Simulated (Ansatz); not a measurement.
# Mg: the cost of one run

Program: Ansatz 0.2.0. Level of theory: DFT PBE, scalar-relativistic, plane waves, PAW. These are calculated values, not measurements.

**1. The starting structure**

The structure is cubic, space group Im-3m (No. 229). Conventional cell: a = 3.138 Å, b = 3.138 Å, c = 3.138 Å, α = 90.00°, β = 90.00°, γ = 90.00°. Zn (site symmetry m-3m) is surrounded by 8 Zn at 2.72 Å.

Coordinates:

```
Zn
1.0
    -1.56904    1.56904    1.56904
     1.56904   -1.56904    1.56904
     1.56904    1.56904   -1.56904
Zn
1
Direct
  0.00000 0.00000 0.00000
```

The structure comes from the Materials Project (structure only).

**2. One element swapped, cell strained: Zn → Mg, first probe**

The change: Mg takes all sites of Zn, and lengths are scaled by 1.093 as a first guess of the size; strain xx, yy, zz, yz, xz, xy = +0.6, +0.6, +0.6, +0.0, +0.0, +0.0 %.

input.yaml reads:

```yaml
crystal:
  lattice:
    - [-1.7253453662, 1.7253453662, 1.7253453662]
    - [1.7253453662, -1.7253453662, 1.7253453662]
    - [1.7253453662, 1.7253453662, -1.7253453662]
  atoms:
    - { symbol: Mg, position: [0.0, 0.0, 0.0] }
basis:
  ecutwfc: 420
kpoints:
  mp_grid: { grid: [8, 8, 8] }
hamiltonian:
  xc: pbe
scf:
  occupations: { method: gaussian, width: 0.1 }
output:
  forces: true
  stress: true
  eigenvalues: true
```

Command:

```sh
> ansatz run input.yaml --threads 1 --pin off --max-ram 1331MiB --backend cpu --events-out ev --progress --plain --runs-dir out
```

What time and memory should one allow on 1 thread of an x86-64 CPU, shared host?

About 1.2 s, with a peak of 0.27 GiB.
